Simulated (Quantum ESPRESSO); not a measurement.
# GaAs (F-43m) in Quantum ESPRESSO: equation of state, part 2 of 2

Quantum ESPRESSO 7.5. Earlier steps stand in the parts before.

### 7 Single point, PBE, 23.49 Å³/atom

The input, pw.in:

```
&CONTROL
  calculation = 'scf'
  prefix = 'pwscf'
  outdir = './tmp'
  pseudo_dir = './pseudo'
  tprnfor = .true.
  tstress = .true.
  disk_io = 'nowf'
/
&SYSTEM
  ibrav = 0
  nat = 2
  ntyp = 2
  ecutwfc = 70
  ecutrho = 560
  nbnd = 15
  occupations = 'smearing'
  smearing = 'fd'
  degauss = 0.00367493
/
&ELECTRONS
  conv_thr = 4d-10
  electron_maxstep = 120
  mixing_beta = 0.5
/
ATOMIC_SPECIES
As    74.9216 As.pbe-n-rrkjus_psl.0.2.UPF
Ga    69.7230 Ga.pbe-dn-kjpaw_psl.1.0.0.UPF
CELL_PARAMETERS angstrom
   0.0000000000    2.8640496607    2.8640496607
   2.8640496607    0.0000000000    2.8640496607
   2.8640496607    2.8640496607    0.0000000000
ATOMIC_POSITIONS crystal
As     0.7500000000    0.7500000000    0.7500000000
Ga     0.0000000000    0.0000000000    0.0000000000
K_POINTS automatic
8 8 8 0 0 0
```

Potentials or basis: SSSP 1.3 efficiency PBE.

Command:

```console
$ OMP_NUM_THREADS=1 pw.x -in pw.in > pw.out
```

pw.out:

```text
This program is part of the open-source Quantum ESPRESSO suite
     for quantum simulation of materials; please cite
         "P. Giannozzi et al., J. Phys.:Condens. Matter 21 395502 (2009);
         "P. Giannozzi et al., J. Phys.:Condens. Matter 29 465901 (2017);
         "P. Giannozzi et al., J. Chem. Phys. 152 154105 (2020);
     in publications or presentations arising from this work. More details at

     file Ga.pbe-dn-kjpaw_psl.1.0.0.UPF: wavefunction(s)  4S renormalized
     Message from routine setup:
     using ibrav=0 with symmetry is DISCOURAGED, use correct ibrav instead

     Subspace diagonalization in iterative solution of the eigenvalue problem:
     a serial algorithm will be used

     G-vector sticks info
     --------------------
     sticks:   dense  smooth     PW     G-vecs:    dense   smooth      PW
     Sum        2245    1135    337                70913    25101    4015

     Using Slab Decomposition

     bravais-lattice index     =            0
     lattice parameter (alat)  =       7.6541  a.u.
     unit-cell volume          =     317.0795 (a.u.)^3
     number of atoms/cell      =            2
     number of atomic types    =            2
     number of electrons       =        18.00
     number of Kohn-Sham states=           15
     kinetic-energy cutoff     =      70.0000  Ry
     charge density cutoff     =     560.0000  Ry
     scf convergence threshold =      4.0E-10
     mixing beta               =       0.5000
     number of iterations used =            8  plain     mixing
     Exchange-correlation= SLA  PW   PBX  PBC
                           (   1   4   3   4   0   0   0)

     celldm(1)=   7.654105  celldm(2)=   0.000000  celldm(3)=   0.000000
     celldm(4)=   0.000000  celldm(5)=   0.000000  celldm(6)=   0.000000

     crystal axes: (cart. coord. in units of alat)
               a(1) = (   0.000000   0.707107   0.707107 )
               a(2) = (   0.707107   0.000000   0.707107 )
               a(3) = (   0.707107   0.707107   0.000000 )

     reciprocal axes: (cart. coord. in units 2 pi/alat)
               b(1) = ( -0.707107  0.707107  0.707107 )
               b(2) = (  0.707107 -0.707107  0.707107 )
               b(3) = (  0.707107  0.707107 -0.707107 )

     PseudoPot. # 1 for As read from file:
     As.pbe-n-rrkjus_psl.0.2.UPF
     Pseudo is Ultrasoft + core correction, Zval =  5.0
     Generated using "atomic" code by A. Dal Corso  v.5.0.99 svn rev. 10869
     Using radial grid of 1209 points,  4 beta functions with:
                l(1) =   0
                l(2) =   0
                l(3) =   1
                l(4) =   1
     Q(r) pseudized with 0 coefficients

     PseudoPot. # 2 for Ga read from file:
     Ga.pbe-dn-kjpaw_psl.1.0.0.UPF
     Pseudo is Projector augmented-wave + core cor, Zval = 13.0
     Generated using "atomic" code by A. Dal Corso  v.5.1
     Shape of augmentation charge: PSQ
     Using radial grid of 1205 points,  6 beta functions with:
                l(1) =   0
                l(2) =   0
                l(3) =   1
                l(4) =   1
                l(5) =   2
                l(6) =   2
     Q(r) pseudized with 0 coefficients

     atomic species   valence    mass     pseudopotential
     As                5.00    74.92160     As( 1.00)
     Ga               13.00    69.72300     Ga( 1.00)

     24 Sym. Ops. (no inversion) found

   Cartesian axes

     site n.     atom                  positions (alat units)
         1        As     tau(   1) = (   1.0606602   1.0606602   1.0606602  )
         2        Ga     tau(   2) = (   0.0000000   0.0000000   0.0000000  )

     number of k points=    29  Fermi-Dirac smearing, width (Ry)=  0.0037
                       cart. coord. in units 2pi/alat
        k(    1) = (   0.0000000   0.0000000   0.0000000), wk =   0.0039062
        k(    2) = (   0.0883883   0.0883883  -0.0883883), wk =   0.0312500
        k(    3) = (   0.1767767   0.1767767  -0.1767767), wk =   0.0312500
        k(    4) = (   0.2651650   0.2651650  -0.2651650), wk =   0.0312500
        k(    5) = (  -0.3535534  -0.3535534   0.3535534), wk =   0.0156250
        k(    6) = (   0.1767767   0.0000000   0.0000000), wk =   0.0234375
[... 21 lines left out ...]
        k(   28) = (  -0.7071068   0.1767767   0.0000000), wk =   0.0468750
        k(   29) = (  -0.7071068   0.3535534   0.0000000), wk =   0.0234375

     Dense  grid:    70913 G-vectors     FFT dimensions: (  60,  60,  60)

     Smooth grid:    25101 G-vectors     FFT dimensions: (  45,  45,  45)

     Initial potential from superposition of free atoms

     starting charge      17.9968, renormalised to      18.0000
     Starting wfcs are   13 randomized atomic wfcs +    2 random wfcs
     Checking if some PAW data can be deallocated...

     Self-consistent Calculation

     iteration #  1     ecut=    70.00 Ry     beta= 0.50
     Davidson diagonalization with overlap
     ethr =  1.00E-02,  avg # of iterations =  5.7

     Threshold (ethr) on eigenvalues was too large:
     Diagonalizing with lowered threshold

     Davidson diagonalization with overlap
     ethr =  2.37E-04,  avg # of iterations =  7.0

     total energy              =    -296.16750970 Ry
     estimated scf accuracy    <       0.04811687 Ry
[... 12 lines left out ...]
     total energy              =    -296.17690613 Ry
     estimated scf accuracy    <       0.00211012 Ry

     iteration #  4     ecut=    70.00 Ry     beta= 0.50
     Davidson diagonalization with overlap
     c_bands:  1 eigenvalues not converged
     ethr =  1.17E-05,  avg # of iterations =  4.0

     total energy              =    -296.17718582 Ry
     estimated scf accuracy    <       0.00029145 Ry

     iteration #  5     ecut=    70.00 Ry     beta= 0.50
     Davidson diagonalization with overlap
     c_bands:  1 eigenvalues not converged
     ethr =  1.62E-06,  avg # of iterations =  7.0

     total energy              =    -296.17731005 Ry
     estimated scf accuracy    <       0.00005013 Ry

     iteration #  6     ecut=    70.00 Ry     beta= 0.50
     Davidson diagonalization with overlap
     ethr =  2.79E-07,  avg # of iterations =  3.8
[... 53 lines left out ...]
     iteration # 14     ecut=    70.00 Ry     beta= 0.50
     Davidson diagonalization with overlap
     ethr =  3.36E-12,  avg # of iterations =  1.1

     End of self-consistent calculation

          k = 0.0000 0.0000 0.0000 (  3119 PWs)   bands (ev):

    -8.4746  -8.4746  -8.4746  -8.4059  -8.4059  -6.2025   6.2477   6.2477
     6.2477   6.4894   9.9698   9.9698   9.9698  13.7959  16.3107

          k = 0.0884 0.0884-0.0884 (  3137 PWs)   bands (ev):
[... 16 lines left out ...]
    -8.5415  -8.4578  -8.4578  -8.4018  -8.4018  -4.5595  -0.1822   5.1660
     5.1660   7.1424  10.8684  10.8684  14.0135  16.3982  18.0372

          k = 0.1768 0.0000 0.0000 (  3139 PWs)   bands (ev):

    -8.4923  -8.4686  -8.4686  -8.4083  -8.4040  -5.9732   4.2047   5.6300
     5.6300   8.4045   9.3439  10.8854  10.8854  14.2840  15.0619

          k = 0.2652 0.0884-0.0884 (  3140 PWs)   bands (ev):
[... 21 lines left out ...]
    -8.5239  -8.4609  -8.4590  -8.4074  -8.4033  -5.2102   1.5020   4.2446
     5.5647   8.4251  10.9496  10.9572  12.2584  14.5527  15.9372

          k = 0.0000-0.1768 0.1768 (  3130 PWs)   bands (ev):

    -8.5016  -8.4680  -8.4650  -8.4076  -8.4043  -5.7551   3.1206   4.9627
     5.9822   8.3691  10.2777  10.4330  11.5499  14.5138  15.4531

          k = 0.3536 0.0000 0.0000 (  3122 PWs)   bands (ev):

    -8.5287  -8.4536  -8.4536  -8.4155  -8.3996  -5.3283   2.1820   4.6492
     4.6492   8.2486   9.4173  12.7344  12.7344  13.5738  17.3294

          k = 0.4419 0.0884-0.0884 (  3133 PWs)   bands (ev):
[... 11 lines left out ...]
    -8.5503  -8.4509  -8.4458  -8.4093  -8.4029  -4.2019   0.0115   2.7744
     4.5967   8.6226  11.5738  12.6077  13.4531  14.7011  15.9434

          k = 0.0000-0.3536 0.3536 (  3134 PWs)   bands (ev):

    -8.5394  -8.4543  -8.4526  -8.4069  -8.4049  -4.6665   0.7185   3.0531
     5.0923   8.8910  11.7579  11.8415  11.9921  14.6300  16.4608

          k = 0.5303 0.0000 0.0000 (  3138 PWs)   bands (ev):

    -8.5594  -8.4382  -8.4382  -8.4237  -8.3952  -4.4308   0.4505   3.9525
     3.9525   7.7517   8.5478  14.7908  14.7908  15.3570  18.5531

          k =-0.0884-0.6187 0.6187 (  3140 PWs)   bands (ev):

    -8.5651  -8.4374  -8.4349  -8.4231  -8.3953  -4.0142  -0.1426   3.2958
     3.8702   7.9878   8.9058  14.5303  15.0396  16.7070  18.8816

          k = 0.0000-0.5303 0.5303 (  3150 PWs)   bands (ev):

    -8.5604  -8.4435  -8.4376  -8.4173  -8.3990  -3.9073  -0.2177   2.5882
     4.1069   8.2253  10.8015  14.0267  14.1607  14.7371  16.7469

          k =-0.7071 0.0000 0.0000 (  3138 PWs)   bands (ev):

    -8.5709  -8.4317  -8.4317  -8.4272  -8.3934  -3.8711  -0.3914   3.7077
     3.7077   7.7794   7.9114  16.1454  16.1454  16.9014  19.2081

          k = 0.3536 0.1768 0.0000 (  3131 PWs)   bands (ev):

    -8.5299  -8.4567  -8.4542  -8.4124  -8.4007  -5.1473   1.6305   3.9762
     5.0153   9.1911   9.6958  11.5956  12.4660  14.6069  17.0866

          k =-0.2652-0.4419 0.6187 (  3128 PWs)   bands (ev):
[... 16 lines left out ...]
    -8.5578  -8.4471  -8.4377  -8.4155  -8.3999  -3.9684  -0.1259   2.7717
     3.7349   9.2157  10.8537  12.0793  13.9473  15.5260  18.2739

          k = 0.0000-0.3536 0.5303 (  3134 PWs)   bands (ev):

    -8.5531  -8.4505  -8.4408  -8.4120  -8.4023  -4.0967   0.0327   2.6357
     4.0589   9.5144  11.4208  11.5794  13.8504  14.8191  16.5813

          k =-0.7071 0.1768 0.0000 (  3150 PWs)   bands (ev):

    -8.5653  -8.4394  -8.4341  -8.4212  -8.3965  -3.8465  -0.3117   3.2672
     3.3618   8.8345   8.9667  14.2267  14.4196  16.9835  18.3274

          k =-0.7071 0.3536 0.0000 (  3156 PWs)   bands (ev):

    -8.5590  -8.4478  -8.4352  -8.4149  -8.4011  -3.8215  -0.2224   2.8958
     3.0827  10.6908  10.9496  11.5615  12.2820  17.0434  18.2675

     the Fermi energy is     6.4009 ev

!    total energy              =    -296.17732465 Ry
     estimated scf accuracy    <          5.2E-11 Ry
     smearing contrib. (-TS)   =      -0.00001526 Ry
     internal energy E=F+TS    =    -296.17730939 Ry

     The total energy is F=E-TS. E is the sum of the following terms:
     one-electron contribution =    -121.61609998 Ry
     hartree contribution      =      75.85841072 Ry
     xc contribution           =     -47.38872319 Ry
     ewald contribution        =     -91.80205501 Ry
     one-center paw contrib.   =    -111.22884192 Ry

     convergence has been achieved in  14 iterations

     Forces acting on atoms (cartesian axes, Ry/au):

     atom    1 type  1   force =     0.00000000    0.00000000    0.00000000
     atom    2 type  2   force =     0.00000000    0.00000000    0.00000000

     Total force =     0.000000     Total SCF correction =     0.000000

     Computing stress (Cartesian axis) and pressure

          total   stress  (Ry/bohr**3)                   (kbar)     P=        5.82
   0.00003956  -0.00000000  -0.00000000            5.82       -0.00       -0.00
  -0.00000000   0.00003956  -0.00000000           -0.00        5.82       -0.00
  -0.00000000  -0.00000000   0.00003956           -0.00       -0.00        5.82

=------------------------------------------------------------------------------=
   JOB DONE.
=------------------------------------------------------------------------------=
```

Run time: 40 s. Hardware: 1 thread of Intel Xeon 6975P-C (Granite Rapids), shared host; peak memory 0.32 GiB.

Results:

* Free energy: -4029.6978 eV
* Pressure: 0.6 GPa
* Band gap on the k mesh: 0.24 eV, direct

### 8 Single point, PBE, 23.94 Å³/atom

Edit pw.in of step 7 so:

```diff
@@ -29,5 +29,5 @@
 CELL_PARAMETERS angstrom
-   0.0000000000    2.8640496607    2.8640496607
-   2.8640496607    0.0000000000    2.8640496607
-   2.8640496607    2.8640496607    0.0000000000
+   0.0000000000    2.8822925071    2.8822925071
+   2.8822925071    0.0000000000    2.8822925071
+   2.8822925071    2.8822925071    0.0000000000
 ATOMIC_POSITIONS crystal
```

Command:

```console
$ OMP_NUM_THREADS=1 pw.x -in pw.in > pw.out
```

Wall time 44 s (1 thread of Intel Xeon 6975P-C (Granite Rapids), shared host); peak memory 0.33 GiB.

It converged, with:

```
Free energy            : -4029.6984 eV
Pressure               : -0.6 GPa
Band gap on the k mesh : 0.10 eV, direct
```

### 9 Equation of state, PBE

Potentials or basis: SSSP 1.3 efficiency PBE.

No new run: the results of the series are fitted here.

What came out:

| Property | Result |
| --- | --- |
| Equilibrium volume | 23.76 Å³/atom |
| Bulk modulus | 61 GPa |
| Pressure derivative of the bulk modulus | 4.8 |

Energy against volume, from the lowest point:
```
volume (Å³/atom)  energy (meV/atom)
          21.234              62.66
          21.686              40.45
          22.138              23.63
          22.590              11.67
          23.041               4.05
          23.493               0.30
          23.945               0.00
```
